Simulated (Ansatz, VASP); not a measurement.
## PbSe in VASP and in Ansatz

The input INCAR:

```
SYSTEM = PbSe
PREC     = Accurate       ! precision mode
ENCUT    = 520            ! plane-wave cutoff, eV
EDIFF    = 1E-6           ! SCF threshold, eV
ISMEAR   = -1             ! smearing method
SIGMA    = 0.02           ! smearing width, eV
LREAL    = .FALSE.        ! projectors in reciprocal space
LASPH    = .TRUE.         ! aspherical terms in the spheres
NELM     = 80             ! most SCF steps
ALGO     = Normal         ! electronic algorithm
ISIF     = 2              ! what is computed and relaxed
LWAVE    = .FALSE.        ! write WAVECAR
LCHARG   = .FALSE.        ! write CHGCAR
GGA      = PE             ! functional
NBANDS   = 17             ! bands
```

Contents of KPOINTS:

```
Automatic mesh
0
G
  7 7 7
  0 0 0
```

POSCAR

```
PbSe
1.0
    0.0000000000      3.1123581040      3.1123581040
    3.1123581040      0.0000000000      3.1123581040
    3.1123581040      3.1123581040      0.0000000000
Pb Se
1 1
Direct
    0.0000000000      0.0000000000      0.0000000000
    0.5000000000      0.5000000000      0.5000000000
```

Input for Ansatz:

```yaml
crystal:
  lattice:
    - [0.0, 3.112358104, 3.112358104]
    - [3.112358104, 0.0, 3.112358104]
    - [3.112358104, 3.112358104, 0.0]
  atoms:
    - { symbol: Pb, position: [0.0, 0.0, 0.0] }
    - { symbol: Se, position: [0.5, 0.5, 0.5] }
kpoints:
  mp_grid: { grid: [7, 7, 7] }
scf:
  occupations: { method: fermi_dirac, width: 0.02 }
hamiltonian:
  xc: pbe
  pseudopotentials: { kind: all_electron, lapw: { basis_error: 0.0005 } }
output:
  forces: true
  stress: true
  eigenvalues: true
```

Change from the starting cell: volume scaled by 1.05.

Alike in both runs: task single point; functional PBE; k mesh 7 × 7 × 7; occupations fermi-dirac, width 0.02 eV; no spin polarisation.

```csv
,VASP,Ansatz
version,VASP 6.6.1,Ansatz 0.2.0
potentials or method,"VASP PAW PBE potentials, release 64 (Pb_d, Se)","all-electron LAPW, scalar-relativistic"
plane-wave cutoff (eV),520,see its input
```

```tsv
	VASP	Ansatz	Ansatz less VASP
gap on the k mesh at the Fermi level (eV)	0.92	0.92	-0.003
pressure (GPa)	-0.2	-0.2	+0.03
```

Ansatz ran all-electron here, so the differences hold the error of VASP's frozen core and of both bases.

Spin-orbit coupling is left out, which matters for the levels of Pb.
